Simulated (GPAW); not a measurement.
# NaF (Villiaumite) (Fm-3m) in GPAW: notebook, part 2 of 2

GPAW 26.7.0. The steps go on from the part before.

## Step 4: Relaxation of cell and atoms, PBEsol+D3

run.py

```python
from ase import Atoms
from ase.calculators.mixing import SumCalculator
from ase.filters import FrechetCellFilter
from ase.io import write
from ase.optimize import BFGS
from dftd3.ase import DFTD3
from gpaw import GPAW, PW, setup_paths

setup_paths.insert(0, '.')

atoms = Atoms(['Na', 'F'],
              cell=[[0.0, 2.32, 2.32],
                    [2.32, 0.0, 2.32],
                    [2.32, 2.32, 0.0]],
              scaled_positions=[[0.0, 0.0, 0.0],
                                [0.5, 0.5, 0.5]],
              pbc=True)

calc = GPAW(mode=PW(800),
            xc='PBEsol',
            kpts={'size': (10, 10, 10), 'gamma': True},
            occupations={'name': 'fermi-dirac', 'width': 0.05},
            nbands=15,
            convergence={'density': 1e-05, 'forces': 0.0001},
            maxiter=150,
            txt='gpaw.txt')
atoms.calc = SumCalculator([calc, DFTD3(method='pbesol', damping='d3zero')])
opt = BFGS(FrechetCellFilter(atoms), trajectory='relax.traj', logfile='-')
done = opt.run(fmax=0.02, steps=60)
calc.write('gs.gpw')
write('result.traj', atoms)
print('Converged:', done)
print('Cell:', atoms.cell.cellpar().round(4))
print('Volume:', round(atoms.get_volume(), 4))
print(atoms.get_scaled_positions().round(5))
```

On the command line:

```bash
$ gpaw-setup -f PBEsol F Na
$ OMP_NUM_THREADS=1 python run.py
```

Run time: 54 s. Hardware: 1 thread of Intel Xeon Platinum 8375C at 2.90GHz (Ice Lake), shared host; peak memory 0.21 GiB.

It converged, with:

```
Free energy                            : -8.9898 eV
Relaxed volume                         : 11.82 Å³/atom
Relaxed cell                           : a = 3.222 Å, b = 3.222 Å, c = 3.222 Å, α = 60.00°, β = 60.00°, γ = 60.00°
Space group after relaxing (to 0.05 Å) : Fm-3m (No. 225)
Energy gained by relaxing              : -0.5 meV/atom
Ionic steps                            : 3
Pressure after relaxing                : 0.2 GPa
Band gap on the k mesh                 : 6.45 eV, direct
Dispersion energy per atom             : -0.135 eV
```

Step by step:
```tsv
step	energy change (eV)	largest force (eV/Å)	pressure (GPa)	volume (Å³)
1	0.0000	0.0000	-2.47	24.97
2	-0.0008	0.0000	-2.29	24.87
3	0.0010	0.0000	0.22	23.65
```

Final structure:
```xyz
2
Lattice="0.0000 2.2782 2.2782 2.2782 0.0000 2.2782 2.2782 2.2782 0.0000" Properties=species:S:1:pos:R:3 pbc="T T T"
Na    0.0000    0.0000    0.0000
F     2.2782    2.2782    2.2782
```

Levels at points of the mesh, in eV from the valence-band top:
| k point | band 3 | band 4 | band 5 | band 6 | band 7 | band 8 | band 9 | band 10 | band 11 |
| --- | --- | --- | --- | --- | --- | --- | --- | --- | --- |
| (0.00, 0.00, 0.00) | -18.62 | -18.62 | 0.00 | 0.00 | 0.00 | 6.45 | 19.20 | 19.20 | 19.20 |
| (0.50, 0.50, 0.00) | -18.69 | -18.69 | -1.37 | -0.43 | -0.43 | 13.26 | 13.43 | 14.06 | 20.43 |
| (0.50, 0.50, 0.50) | -18.64 | -17.88 | -1.73 | -0.28 | -0.28 | 10.93 | 12.79 | 20.66 | 20.66 |

Caveat: later steps reuse the first step's grids. A k mesh can miss the band edges.

## Step 5: Relaxation of cell and atoms, PBEsol+D3(BJ)

run.py: that of step 4 with these lines changed.

```diff
@@ -26,3 +26,3 @@
             txt='gpaw.txt')
-atoms.calc = SumCalculator([calc, DFTD3(method='pbesol', damping='d3zero')])
+atoms.calc = SumCalculator([calc, DFTD3(method='pbesol', damping='d3bj')])
 opt = BFGS(FrechetCellFilter(atoms), trajectory='relax.traj', logfile='-')
```

On the command line:

```bash
$ gpaw-setup -f PBEsol F Na
$ OMP_NUM_THREADS=1 python run.py
```

It took 68 s on 1 thread of Intel Xeon Platinum 8375C at 2.90GHz (Ice Lake), shared host; peak memory 0.23 GiB.

The run converged. Its results:

```yaml
Free_energy: -9.0594 eV
Relaxed_volume: 11.74 Å³/atom
Relaxed_cell: a = 3.214 Å, b = 3.214 Å, c = 3.214 Å, α = 60.00°, β = 60.00°, γ = 60.00°
Space_group_after_relaxing_to_0.05_Å: Fm-3m (No. 225)
Energy_gained_by_relaxing: 2.2 meV/atom
Ionic_steps: 4
Pressure_after_relaxing: 0.0 GPa
Band_gap_on_the_k_mesh: 6.50 eV, direct
Dispersion_energy_per_atom: -0.172 eV
```

Step by step:
```tsv
step	energy change (eV)	largest force (eV/Å)	pressure (GPa)	volume (Å³)
1	0.0000	0.0000	-3.27	24.97
2	-0.0017	0.0000	-3.03	24.84
3	-0.0029	0.0000	0.34	23.34
4	-0.0043	0.0000	-0.03	23.47
```

Final structure:
```
CELL_PARAMETERS angstrom
0.00000 2.27260 2.27260
2.27260 0.00000 2.27260
2.27260 2.27260 0.00000
ATOMIC_POSITIONS crystal
Na 0.00000 0.00000 0.00000
F 0.50000 0.50000 0.50000
```

Levels at points of the mesh, in eV from the valence-band top:
```tsv
k point	band 4	band 5	band 6	band 7	band 8	band 9	band 10	band 11
(0.00, 0.00, 0.00)	-18.60	0.00	0.00	0.00	6.50	19.25	19.25	19.25
(0.50, 0.50, 0.00)	-18.67	-1.38	-0.44	-0.44	13.29	13.49	14.14	20.53
(0.50, 0.50, 0.50)	-17.86	-1.75	-0.29	-0.29	10.98	12.86	20.74	20.74
```

Caveat: later steps reuse the first step's grids. PBEsol gaps usually lie below the measured ones, often by a third to a half.

## Step 6: Relaxation of cell and atoms, PBEsol+D3(BJ)+ATM

run.py: that of step 5 with these lines changed.

```diff
@@ -26,3 +26,3 @@
             txt='gpaw.txt')
-atoms.calc = SumCalculator([calc, DFTD3(method='pbesol', damping='d3bj')])
+atoms.calc = SumCalculator([calc, DFTD3(damping='d3bj', params_tweaks=dict(method='pbesol', atm=True))])
 opt = BFGS(FrechetCellFilter(atoms), trajectory='relax.traj', logfile='-')
```

Potentials or basis: PAW data sets generated in the run's folder for this functional, pw.

On the command line:

```bash
$ gpaw-setup -f PBEsol F Na
$ OMP_NUM_THREADS=1 python run.py
```

Run time: 83 s. Hardware: 1 thread of Intel Xeon Platinum 8375C at 2.90GHz (Ice Lake), shared host; peak memory 0.24 GiB.

The run converged. Its results:

* Free energy: -9.0315 eV
* Relaxed volume: 11.81 Å³/atom
* Relaxed cell: a = 3.221 Å, b = 3.221 Å, c = 3.221 Å, α = 60.00°, β = 60.00°, γ = 60.00°
* Space group after relaxing (to 0.05 Å): Fm-3m (No. 225)
* Energy gained by relaxing: 1.1 meV/atom
* Ionic steps: 4
* Pressure after relaxing: 0.0 GPa
* Band gap on the k mesh: 6.46 eV, direct
* Dispersion energy per atom: -0.156 eV

Step by step:
```csv
step,energy change (eV),largest force (eV/Å),pressure (GPa),volume (Å³)
1,0.0000,0.0000,-2.95,24.97
2,-0.0014,0.0000,-2.72,24.85
3,-0.0013,0.0000,0.28,23.51
4,-0.0021,0.0000,-0.02,23.62
```

Final structure:
```
Na F
1.0
     0.00000    2.27739    2.27739
     2.27739    0.00000    2.27739
     2.27739    2.27739    0.00000
Na F
1 1
Direct
  0.00000 0.00000 0.00000
  0.50000 0.50000 0.50000
```

Levels at points of the mesh, in eV from the valence-band top:
| k point | band 5 | band 6 | band 7 | band 8 | band 9 | band 10 |
| --- | --- | --- | --- | --- | --- | --- |
| (0.00, 0.00, 0.00) | 0.00 | 0.00 | 0.00 | 6.46 | 19.21 | 19.21 |
| (0.50, 0.50, 0.00) | -1.37 | -0.43 | -0.43 | 13.27 | 13.44 | 14.07 |
| (0.50, 0.50, 0.50) | -1.73 | -0.28 | -0.28 | 10.94 | 12.80 | 20.67 |

Caveat: later steps reuse the first step's grids. A k mesh can miss the band edges.

## Step 7: For comparison

An earlier run on the cell as given: functional PBEsol; potentials or basis PAW data sets generated in the run's folder for this functional; cutoff 800 eV; basis pw; k mesh 10 × 10 × 10; occupations fermi-dirac, width 0.05 eV; no spin polarisation.

- Pressure: -1.1 GPa
- Band gap on the k mesh: 6.16 eV, direct

## Step 8: Summary

```tsv
task	level	potentials or basis	cell	k mesh	cutoff (eV)	maxiter	convergence	optimizer	fmax	max steps	gap on the mesh (eV)	pressure (GPa)	relaxed volume (Å³/atom)
single point	LDA	the program's PAW data sets (release 1.2.1) made for this functional, pw	as given	8 × 8 × 8	600	120	default	-	-	-	5.94	-4.2	-
relaxation of cell and atoms	PBEsol	PAW data sets generated in the run's folder for this functional, pw	relaxed	10 × 10 × 10	800	150	density=1e-05 forces=0.0001	BFGS	0.02 eV/Å	60	6.28	0.0	12.21
relaxation of cell and atoms	PBEsol+D3	PAW data sets generated in the run's folder for this functional, pw	relaxed	10 × 10 × 10	800	150	density=1e-05 forces=0.0001	BFGS	0.02 eV/Å	60	6.45	0.2	11.82
relaxation of cell and atoms	PBEsol+D3(BJ)	PAW data sets generated in the run's folder for this functional, pw	relaxed	10 × 10 × 10	800	150	density=1e-05 forces=0.0001	BFGS	0.02 eV/Å	60	6.50	0.0	11.74
relaxation of cell and atoms	PBEsol+D3(BJ)+ATM	PAW data sets generated in the run's folder for this functional, pw	relaxed	10 × 10 × 10	800	150	density=1e-05 forces=0.0001	BFGS	0.02 eV/Å	60	6.46	0.0	11.81
single point	PBEsol	PAW data sets generated in the run's folder for this functional, pw	as given	10 × 10 × 10	800	150	-	-	-	-	6.16	-1.1	-
```

Alike in all rows: no spin polarisation; smearing fermi-dirac 0.05 eV.

Caveats: later steps reuse the first step's grids (some runs); the cutoff is short for stress and forces, so pressures can be off by a GPa or more (some runs).

Absolute energies hang on the potentials; compare differences alone.
